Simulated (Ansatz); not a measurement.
# ZnSe, zinc blende: band edges under a change of volume

How fast do the gaps move when the cell is scaled evenly? The geometries come from the semilocal relaxation.

Calculated with Ansatz 0.2.0, HSE06, PAW files of the set soft_1, cutoff 600 eV, Fermi–Dirac smearing 0.02 eV, k-mesh 6×6×6, no spin polarisation, no spin-orbit coupling.

Reference cell, relaxed at zero pressure with PBEsol (F-43m): a = 3.9833 Å, b = 3.9833 Å, c = 3.9833 Å, α = 60.00°, β = 60.00°, γ = 60.00°.

```csv
atom,x,y,z
Se,0.7500,0.7500,0.7500
Zn,0.0000,0.0000,0.0000
```

Levels are read on the k-mesh and along lines from Γ to X = (0.5, 0, 0.5), L = (0.5, 0.5, 0.5), K = (0.375, 0.375, 0.75) and W = (0.5, 0.25, 0.75) in the reciprocal basis of this cell (the letters only name these points), and count from the highest filled level.

```csv
ln(V/V0),gap (eV),direct gap at Γ (eV)
−0.0619,2.782,2.782
−0.0408,2.684,2.684
−0.0202,2.589,2.589
0.0000,2.497,2.497
0.0392,2.320,2.320
0.0583,2.236,2.236
```

**Question.** Fit the direct gap at Γ and give it at ln(V/V0) = 0.0198, a row left out above.

A straight line through the 6 rows: the means are −0.004233 for ln(V/V0) and 2.518 for the level, Σ(Δx)² = 0.01073 and ΣΔxΔy = −0.04875, so the slope is −0.04875/0.01073 = −4.5424 and the intercept 2.518 − (−4.5424)(−0.004233) = 2.4988.

The slope is the volume deformation potential of this gap, −4.54 eV, as a mean over the range. The line gives 2.409 eV. The run itself gives 2.407 eV, so the estimate misses by 0.002 eV; the fitted rows themselves lie up to 0.002 eV off the law.

The gap is direct at Γ in every row. Spin-orbit coupling, left out here, splits the valence top by 0.1 eV or more with such elements and lowers the gap.

[Logs are printed without paths, hosts, clocks, repeated set-up lines and the standing remarks that a program may print on its own settings, such as how far it seeks lower states.]
